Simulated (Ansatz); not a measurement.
# MnO (Fm-3m) in Ansatz: settings compared

One crystal, MnO, is run at these levels: PBEsol, RPBE, revPBE; tasks: relaxation of cell and atoms.

Program: Ansatz 0.2.0. These are calculated values, not measurements. Logs are shortened: lines on timing, memory, paths and dates and some standing lists are left out, and cuts for length are marked.

### Step 1. The crystal as given

The structure is cubic, space group Fm-3m (No. 225). Conventional cell: a = 4.448 Å, b = 4.448 Å, c = 4.448 Å, α = 90.00°, β = 90.00°, γ = 90.00°. Around Mn (site symmetry m-3m) lie 6 O at 2.22 Å. O (site symmetry m-3m) is surrounded by 6 Mn at 2.22 Å.

The cell is a database's computed one.

### Step 2. Relaxation of cell and atoms, PBEsol, collinear spin, ferromagnetic start

input.yaml

```yaml
crystal:
  lattice:
    - [0.0, 2.2239077028, 2.2239077028]
    - [2.2239077028, 0.0, 2.2239077028]
    - [2.2239077028, 2.2239077028, 0.0]
  atoms:
    - { symbol: Mn, position: [0.0, 0.0, 0.0], spin: 4.0 }
    - { symbol: O, position: [0.5, 0.5, 0.5] }
hamiltonian:
  xc: pbesol
  pseudopotentials: { kind: paw }
magnetization:
  spin_polarized: true
kpoints:
  mp_grid: { grid: [10, 10, 10] }
scf:
  occupations: { method: fermi_dirac, width: 0.05 }
output:
  forces: true
  stress: true
relax:
  f_tol: 0.01
  max_steps: 40
  cell: { stress_tol: 0.05 }
```

Potentials or basis: Ansatz PAW.

Command:

```sh
ansatz run input.yaml --threads 2 --pin off --max-ram 5632MiB --backend cpu --events-out ev --progress --plain --runs-dir out
```

Output:

```text
Warning: RAYON_NUM_THREADS=2 ignored (pool sized by the plan → 2); use --threads N
Engine: ansatz 0.2.0, x86_64-unknown-linux-gnu
Pseudopotentials: kind: paw
Pseudopotential: Mn, paw, valence charge 15, recommended cutoff 420 eV (normal), Mn.paw.azcp
Pseudopotential: O, paw, valence charge 6, recommended cutoff 420 eV (normal), O.paw.azcp
Functional definition: PBEsol
  exchange = pbesol_x
  correlation = pbesol_c
Crystal: 2 atoms, lattice volume = 21.998 Å³
Basis set: ecut = 420 eV, 411 PW (Γ), exchange–correlation on 48×48×48 points (8 copies of the dense FFT grid, shifted against one another)
Bands: 17, of which v1, the nominal top of the filled ones, is band 11 counted from 1 (10 counted from 0)
Symmetry: 48 space group operations
Space group: Fm-3m (ITA 225), of the structure as read, at distance tolerance 2.8e-5 Å
Magnetic group: BNS 225.116 (UNI 1618), of the structure as read, at distance tolerance 2.8e-5 Å
k-points: 47 of 1000
Non-local potential: Mn, projectors of the file, l = 0: 3, l = 1: 2, l = 2: 3, l = 3: 1
Non-local potential: O, projectors of the file, l = 0: 2, l = 1: 2, l = 2: 1
PAW form: soft (Blöchl's): semilocal exchange-correlation on the pseudo side does not see the compensation charge
PAW frozen core: Mn, regenerated for the run's functional, and the local potential with it (the file was generated under x = pbe(κ = 0.804, μ = 0.2195149727645171), c = pbe(β = 0.06672455060314922))
PAW frozen core: O, regenerated for the run's functional, and the local potential with it (the file was generated under x = pbe(κ = 0.804, μ = 0.2195149727645171), c = pbe(β = 0.06672455060314922))
PAW one-centre angular grid: Mn, 590 points (default); XC on 64 Gauss nodes
PAW one-centre angular grid: O, 110 points (default); XC on 64 Gauss nodes
Initial density: superposition of atomic densities (chi_scale 0.1, normalization cell, long waves kept (reshape's long-wave potential 0.00 eV rms))
Starting moments: Σ|m| = 4 μB on 1 of 2 sites
Initial wavefunctions: pseudopotential atomic-orbital guess
Functional: x = pbesol(κ = 0.804, μ = 0.12345679012345678), c = pbesol(β = 0.046)
SCF iter   1: F=—  HF=-4429.596160 eV  |F-HF|=—  |Δ(HF+E_count)|=         —  Δρ=1.29e-1 (↑1.29e-1 ↓7.65e-2)  dr2=6.99e0  dr2_m=4.27e-1  M=4.277 μB ∫|m|=4.277 μB  β_m=0.30  ethr=3.10e-3  ⟨swp⟩=3.7  Hψ=6498  notcnv=0
Mixer restart at iter 1: flushing history
preconditioner: auto → none  [metal: Δε(μ)=0.054 eV  Ē_g=12.308 eV  σ=0.050 eV  W_gap=0.26  n_scr=8 (ndim 8)  ℏωp=28.5 eV  f_vac=0.000  D(μ)=1.27/eV (n_scr^D=14)  sad-step TF]
SCF iter   2: F=—  HF=-4429.212867 eV  |F-HF|=—  |Δ(HF+E_count)|=   3.83e-1  Δρ=6.45e-2 (↑6.45e-2 ↓2.91e-2)  dr2=1.20e0  dr2_m=2.26e-1  M=4.414 μB ∫|m|=4.414 μB  β_m=0.40  ethr=3.10e-3  ⟨swp⟩=3.1  Hψ=3813  notcnv=0  defer=48
SCF iter   3: F=—  HF=-4429.256925 eV  |F-HF|=—  |Δ(HF+E_count)|=   4.41e-2  Δρ=2.00e-2 (↑2.00e-2 ↓1.62e-2)  dr2=7.68e-2  dr2_m=4.78e-2  M=4.510 μB ∫|m|=4.510 μB  β_m=0.56  ethr=3.10e-3  ⟨swp⟩=2.7  Hψ=3038  notcnv=0  defer=77
SCF iter   4: F=—  HF=-4429.287256 eV  |F-HF|=—  |Δ(HF+E_count)|=         —  Δρ=1.66e-2 (↑1.66e-2 ↓1.29e-2)  dr2=8.98e-3  dr2_m=4.07e-2  M=4.721 μB ∫|m|=4.721 μB  β_m=0.56  ethr=3.66e-4  ⟨swp⟩=2.6  Hψ=3152  notcnv=0  defer=88
Mixer restart at iter 4: flushing history
SCF iter   5: F=—  HF=-4429.301922 eV  |F-HF|=—  |Δ(HF+E_count)|=   1.47e-2  Δρ=7.57e-3 (↑5.11e-3 ↓7.57e-3)  dr2=1.96e-3  dr2_m=7.47e-3  M=4.728 μB ∫|m|=4.728 μB  β_m=0.74  ethr=4.27e-5  ⟨swp⟩=2.3  Hψ=2888  notcnv=0  defer=88
SCF iter   6: F=—  HF=-4429.311426 eV  |F-HF|=—  |Δ(HF+E_count)|=   9.50e-3  Δρ=7.80e-3 (↑7.80e-3 ↓1.90e-3)  dr2=5.77e-3  dr2_m=4.29e-3  M=4.771 μB ∫|m|=4.771 μB  β_m=0.61  ethr=9.36e-6  ⟨swp⟩=2.0  Hψ=3109  notcnv=0  defer=88
SCF iter   7: F=—  HF=-4429.308446 eV  |F-HF|=—  |Δ(HF+E_count)|=   2.98e-3  Δρ=7.41e-4 (↑3.29e-4 ↓7.41e-4)  dr2=1.94e-4  dr2_m=3.24e-5  M=4.766 μB ∫|m|=4.766 μB  β_m=0.59  ethr=9.36e-6  ⟨swp⟩=2.0  Hψ=3229  notcnv=0  defer=88
SCF iter   8: F=—  HF=-4429.308414 eV  |F-HF|=—  |Δ(HF+E_count)|=   3.22e-5  Δρ=4.58e-4 (↑4.58e-4 ↓2.19e-4)  dr2=4.42e-5  dr2_m=6.10e-6  M=4.766 μB ∫|m|=4.766 μB  β_m=0.60  ethr=9.26e-7  ⟨swp⟩=2.1  Hψ=2444  notcnv=0  defer=88
SCF iter   9: F=—  HF=-4429.308426 eV  |F-HF|=—  |Δ(HF+E_count)|=   1.19e-5  Δρ=1.86e-4 (↑1.86e-4 ↓7.34e-5)  dr2=7.44e-6  dr2_m=9.18e-7  M=4.766 μB ∫|m|=4.766 μB  β_m=0.80  ethr=2.10e-7  ⟨swp⟩=2.3  Hψ=2201  notcnv=0  defer=88
SCF iter  10: F=—  HF=-4429.308427 eV  |F-HF|=—  |Δ(HF+E_count)|=   1.23e-6  Δρ=3.12e-5 (↑3.12e-5 ↓1.06e-5)  dr2=1.97e-7  dr2_m=3.09e-8  M=4.766 μB ∫|m|=4.766 μB  β_m=0.90  ethr=3.55e-8  ⟨swp⟩=2.1  Hψ=2139  notcnv=0  defer=88
SCF iter  11: F=—  HF=-4429.308427 eV  |F-HF|=—  |Δ(HF+E_count)|=   6.36e-8  Δρ=2.97e-6 (↑2.97e-6 ↓8.94e-7)  dr2=1.17e-9  dr2_m=5.90e-10  M=4.766 μB ∫|m|=4.766 μB  β_m=0.95  ethr=9.39e-10  ⟨swp⟩=2.0  Hψ=2203  notcnv=0  defer=88
SCF iter  12: F=-4429.308427 eV  HF=-4429.308427 eV  |F-HF|=2.18e-11  |Δ(HF+E_count)|=   1.18e-9  Δρ=3.06e-7 (↑1.42e-7 ↓3.06e-7)  dr2=2.85e-11  dr2_m=6.57e-12  M=4.766 μB ∫|m|=4.766 μB  ethr=5.58e-12  ⟨swp⟩=1.5  Hψ=4251  notcnv=0
SCF 1 converged in 12 iterations: F = -4429.308427 eV  dr2 = 2.85e-11
relax step   1: F+E_penalty+E_count = -4429.30842717 eV  Δ(F+E_penalty+E_count) = +0.000e0 eV  max|allowed force component| = 1.200e-29 eV/Å  Δτ_max = 0.0000 Å  P = -7.165 GPa  Ω = 21.998 Å³  (12 SCF iters, dr2 threshold 1.00e-7 eV, accepted)
Crystal: 2 atoms, lattice volume = 21.278 Å³
Initial density: handed on by an earlier stage of this run
Starting moments: Σ|m| = 4 μB on 1 of 2 sites; this step starts from the density that it was given
[... 51 lines left out ...]
basis re-selected at this cell: Δ(F+E_penalty+E_count) = +4.720e-3 eV, ΔP = -0.405 GPa vs the last step (what re-selecting the basis moved, of the pressure what is left beyond the Pulay correction that the steps carried, after the strain that the cell walked since its last selection, with what the two solves' SCF thresholds leave and, on support functions, any second-order correction that the steps lacked; it is no measure of the basis error at this ecutwfc). This SCF's stress stands 3.58e-1 GPa from its target on what of the cell is left free (relax.cell.stress_tol is 5.00e-2 GPa) and its largest allowed force component is 3.16e-29 eV/Å (relax.f_tol is 1.00e-2 eV/Å): not within both, so this SCF does not close the relaxation
Crystal: 2 atoms, lattice volume = 20.249 Å³
iter 1 solved again at ethr=6.45e-8 eV; its pass at ethr=3.10e-3 eV (dr2=1.36e-5 eV) is discarded
SCF iter   1: F=—  HF=-4429.351423 eV  |F-HF|=—  |Δ(HF+E_count)|=         —  Δρ=9.47e-4 (↑9.47e-4 ↓7.29e-4)  dr2=1.32e-5  dr2_m=1.22e-4  M=4.447 μB ∫|m|=4.447 μB  β_m=0.65  ethr=6.45e-8  ⟨swp⟩=2.1  Hψ=8366  notcnv=0
preconditioner: auto → none  [metal: Δε(μ)=0.061 eV  Ē_g=13.733 eV  σ=0.050 eV  W_gap=0.30  n_scr=0 (ndim 8)  ℏωp=29.8 eV  f_vac=0.000  D(μ)=1.20/eV (n_scr^D=14)]
SCF iter   2: F=—  HF=-4429.351466 eV  |F-HF|=—  |Δ(HF+E_count)|=   4.26e-5  Δρ=3.42e-4 (↑1.87e-4 ↓3.42e-4)  dr2=7.17e-6  dr2_m=1.16e-5  M=4.448 μB ∫|m|=4.448 μB  β_m=0.60  ethr=6.27e-8  ⟨swp⟩=2.6  Hψ=2541  notcnv=0
SCF iter   3: F=—  HF=-4429.351499 eV  |F-HF|=—  |Δ(HF+E_count)|=   3.33e-5  Δρ=3.11e-4 (↑3.11e-4 ↓1.52e-4)  dr2=3.28e-6  dr2_m=9.40e-6  M=4.446 μB ∫|m|=4.446 μB  β_m=0.56  ethr=3.41e-8  ⟨swp⟩=2.0  Hψ=2614  notcnv=0
SCF iter   4: F=—  HF=-4429.351503 eV  |F-HF|=—  |Δ(HF+E_count)|=   4.05e-6  Δρ=5.52e-5 (↑1.78e-5 ↓5.52e-5)  dr2=5.71e-7  dr2_m=1.59e-7  M=4.446 μB ∫|m|=4.446 μB  β_m=0.65  ethr=1.56e-8  ⟨swp⟩=2.7  Hψ=2610  notcnv=0
SCF iter   5: F=—  HF=-4429.351504 eV  |F-HF|=—  |Δ(HF+E_count)|=   1.32e-6  Δρ=2.05e-5 (↑2.05e-5 ↓1.99e-5)  dr2=2.83e-8  dr2_m=6.60e-8  M=4.445 μB ∫|m|=4.445 μB  β_m=0.72  ethr=2.72e-9  ⟨swp⟩=2.0  Hψ=2218  notcnv=0
SCF iter   6: F=-4429.351505 eV  HF=-4429.351505 eV  |F-HF|=1.01e-8  |Δ(HF+E_count)|=   2.06e-7  Δρ=7.34e-6 (↑7.34e-6 ↓3.97e-6)  dr2=1.66e-8  dr2_m=2.30e-9  M=4.445 μB ∫|m|=4.445 μB  ethr=1.35e-10  ⟨swp⟩=1.9  Hψ=4944  notcnv=0
SCF 6 converged in 6 iterations: F = -4429.351505 eV  dr2 = 1.66e-8
relax step   6: F+E_penalty+E_count = -4429.35150469 eV  Δ(F+E_penalty+E_count) = -3.866e-4 eV  max|allowed force component| = 5.243e-30 eV/Å  Δτ_max = 0.0000 Å  P = +0.001 GPa  Ω = 20.249 Å³  energy of the carried Pulay correction = +3.052e-4 eV  (6 SCF iters, dr2 threshold 2.00e-7 eV, accepted)
iter 1 solved again at ethr=5.78e-10 eV; its pass at ethr=3.10e-3 eV (dr2=1.21e-7 eV) is discarded
SCF iter   1: F=—  HF=-4429.351270 eV  |F-HF|=—  |Δ(HF+E_count)|=         —  Δρ=2.24e-5 (↑2.24e-5 ↓1.99e-5)  dr2=1.23e-7  dr2_m=2.44e-8  M=4.445 μB ∫|m|=4.445 μB  β_m=0.65  ethr=5.78e-10  ⟨swp⟩=3.3  Hψ=11439  notcnv=0
preconditioner: auto → none  [metal: Δε(μ)=0.061 eV  Ē_g=13.735 eV  σ=0.050 eV  W_gap=0.30  n_scr=0 (ndim 8)  ℏωp=29.8 eV  f_vac=0.000  D(μ)=1.20/eV (n_scr^D=14)]
SCF iter   2: F=—  HF=-4429.351269 eV  |F-HF|=—  |Δ(HF+E_count)|=   1.25e-7  Δρ=1.40e-5 (↑1.40e-5 ↓1.16e-5)  dr2=9.21e-8  dr2_m=6.16e-10  M=4.445 μB ∫|m|=4.445 μB  β_m=0.37  ethr=5.78e-10  ⟨swp⟩=2.0  Hψ=2207  notcnv=0
SCF iter   3: F=—  HF=-4429.351269 eV  |F-HF|=—  |Δ(HF+E_count)|=   2.45e-8  Δρ=5.04e-6 (↑5.04e-6 ↓4.45e-6)  dr2=5.30e-9  dr2_m=2.88e-10  M=4.445 μB ∫|m|=4.445 μB  β_m=0.58  ethr=4.39e-10  ⟨swp⟩=2.0  Hψ=2103  notcnv=0
SCF iter   4: F=—  HF=-4429.351269 eV  |F-HF|=—  |Δ(HF+E_count)|=   2.19e-8  Δρ=1.90e-6 (↑1.56e-6 ↓1.90e-6)  dr2=1.47e-9  dr2_m=9.91e-11  M=4.445 μB ∫|m|=4.445 μB  β_m=0.68  ethr=2.52e-11  ⟨swp⟩=2.0  Hψ=2166  notcnv=0
SCF iter   5: F=—  HF=-4429.351269 eV  |F-HF|=—  |Δ(HF+E_count)|=   3.77e-9  Δρ=2.33e-6 (↑2.33e-6 ↓1.15e-6)  dr2=3.03e-10  dr2_m=5.07e-10  M=4.445 μB ∫|m|=4.445 μB  β_m=0.71  ethr=7.00e-12  ⟨swp⟩=2.1  Hψ=2273  notcnv=0
SCF iter   6: F=—  HF=-4429.351269 eV  |F-HF|=—  |Δ(HF+E_count)|=  1.63e-10  Δρ=2.46e-7 (↑1.66e-7 ↓2.46e-7)  dr2=1.38e-11  dr2_m=4.05e-12  M=4.445 μB ∫|m|=4.445 μB  β_m=0.86  ethr=1.44e-12  ⟨swp⟩=2.3  Hψ=2371  notcnv=0
SCF iter   7: F=-4429.351269 eV  HF=-4429.351269 eV  |F-HF|=1.82e-12  |Δ(HF+E_count)|=  1.36e-11  Δρ=7.02e-8 (↑7.02e-8 ↓3.33e-8)  dr2=2.03e-12  dr2_m=9.56e-14  M=4.445 μB ∫|m|=4.445 μB  ethr=1.00e-12  ⟨swp⟩=3.5  Hψ=5668  notcnv=0
SCF 7 converged in 7 iterations: F = -4429.351269 eV  dr2 = 2.03e-12
relax step   7: F+E_penalty+E_count = -4429.35126945 eV  Δ(F+E_penalty+E_count) = +2.352e-4 eV  max|allowed force component| = 5.654e-30 eV/Å  Δτ_max = 0.0000 Å  P = -0.015 GPa  Ω = 20.249 Å³  stress off target by 1.48e-2 GPa  SCF on the basis re-selected at this cell (its energy is not comparable with the rows above)  (7 SCF iters)
basis re-selected at this cell: Δ(F+E_penalty+E_count) = +2.352e-4 eV, ΔP = -0.016 GPa vs the last step (what re-selecting the basis moved, of the pressure what is left beyond the Pulay correction that the steps carried, after the strain that the cell walked since its last selection, with what the two solves' SCF thresholds leave and, on support functions, any second-order correction that the steps lacked; it is no measure of the basis error at this ecutwfc). This SCF's stress stands 1.48e-2 GPa from its target on what of the cell is left free (relax.cell.stress_tol is 5.00e-2 GPa) and its largest allowed force component is 5.65e-30 eV/Å (relax.f_tol is 1.00e-2 eV/Å): within both
SCF converged after 7 iterations
Magnetization: 4.4451 μB (12.7226 up, 8.2774 down)
Absolute magnetization: 4.4451 μB (∫|ρ↑−ρ↓|, with the PAW one-centre terms)
Spin contamination: 0.0162 ħ² per cell (⟨S²⟩ above its minimum at these occupations)
Per-site moments (μB) at R_I (Å): [(3.7635137893972006, 0.8923748364655132), (0.20200135865280192, 0.8923748364655132)]
Free energy (F): -4429.351269 eV
Harris-Foulkes:  -4429.351269 eV  (|F-HF|=1.82e-12)
Internal energy: -4429.341445 eV  (E = F + TS)
E sigma→0 (E₀):  -4429.346357 eV
Entropy (-TS):   -0.009825 eV (-4.912 meV/atom)
Fermi energy:    14.847805 eV
--- Per-component energies (eV) ---
  E_band       = -222.100509
  E_kinetic    = 475.891068
  E_local      = -2133.735547  (includes V_loc(G=0)·N_el)
  E_nonlocal   = 302.957925
  E_hartree    = 855.989848
  E_xc         = -183.467031
  E_vxc        = -235.640479  (∫ρ·V_xc dr)
  E_paw        = -1429.483592  (= ΣΔE_a)
  E_vpaw       = -343.555587  (= ΣTr[D̂ρ^β])
  E_aug_tail   = 0.002389  (compensation charges beyond the density's cutoff)
  E_ewald      = -2317.701443
  E_core_change = 0.204938  (= ΣΔE_core)
  E_smearing   = -0.009825  (= −TS)
  E_closure    = 0.000000  (closes the sum)
  Σ components = -4429.351269   (vs F -4429.351269, Δ=0.00e0)
--- Forces (eV/Å), atoms counted from 1 ---
  atom   1  Mn    -0.00000000     0.00000000     0.00000000
  atom   2  O      0.00000000    -0.00000000    -0.00000000
  max |Σ_I F_I| component: 1.08e-29 eV/Å
--- Stress (GPa, compression-positive) ---
       -0.014844      -0.000000      -0.000000
       -0.000000      -0.014844      -0.000000
       -0.000000      -0.000000      -0.014844
  P = ⅓ Tr σ = -0.0148 GPa (-0.148 kbar)
--- Relaxed structure (5 steps of the walk, 5 accepted, 2 SCFs on fresh bases) ---
  F+E_penalty+E_count = -4429.35126945 eV   max|allowed force component| = 5.654e-30 eV/Å   (the final SCF, on the basis selected at the relaxed cell)
  cell:  # Å, volume = 20.2488 Å³
    - [-8.534748155100118e-34, 2.1633329368860927, 2.1633329368860927]
    - [2.1633329368860927, -1.3247967285528534e-33, 2.1633329368860927]
    - [2.1633329368860927, 2.1633329368860927, -4.7132191304284215e-34]
  atoms:
    - { symbol: Mn, position: [-8.569906798382682e-36, 1.398247951318309e-35, 2.074819540672128e-35] }
    - { symbol: O, position: [0.5, 0.5, 0.5] }
```

Run time: 9.8 s. Hardware: 2 threads of Intel Xeon Platinum 8259CL at 2.50GHz (Skylake/Cascade Lake), shared host; peak memory 0.38 GiB.

Results:

- Free energy: -4429.3513 eV
- Relaxed volume: 10.12 Å³/atom
- Relaxed cell: a = 3.059 Å, b = 3.059 Å, c = 3.059 Å, α = 60.00°, β = 60.00°, γ = 60.00°
- Space group after relaxing (to 0.05 Å): Fm-3m (No. 225)
- Energy gained by relaxing: 21.4 meV/atom
- Ionic steps: 7
- Pressure after relaxing: 0.0 GPa
- Net moment: 4.45 μB per cell
- Absolute moment: 4.45 μB per cell
- Site moments: Mn +3.76; O +0.20 μB

The path:
| step | energy change (eV) | largest force (eV/Å) | volume (Å³) |
| --- | --- | --- | --- |
| 1 | 0.0000 | 0.0000 | 22.00 |
| 2 | -0.0294 | 0.0000 | 21.28 |
| 3 | -0.0475 | 0.0000 | 20.08 |
| 4 | -0.0474 | 0.0000 | 20.32 |
| 5 | -0.0427 | 0.0000 | 20.32 |
| 6 | -0.0431 | 0.0000 | 20.25 |
| 7 | -0.0428 | 0.0000 | 20.25 |

Final structure:
```
Mn O
1.0
     0.00000    2.16333    2.16333
     2.16333    0.00000    2.16333
     2.16333    2.16333    0.00000
Mn O
1 1
Direct
  0.00000 0.00000 0.00000
  0.50000 0.50000 0.50000
```

Caveat: the plane-wave basis is chosen anew once the cell has moved, so the energies of steps on either side of that aren't comparable; the pressure holds a Pulay correction of +0.7 GPa for the finite cutoff; a cell with one magnetic atom can't hold antiferromagnetic order, which such compounds often take; the PAW data sets come from PBE, with cores solved anew for the run's functional, which leaves a small shift of forces and pressure.

(Part 1 of 2 ends here.)
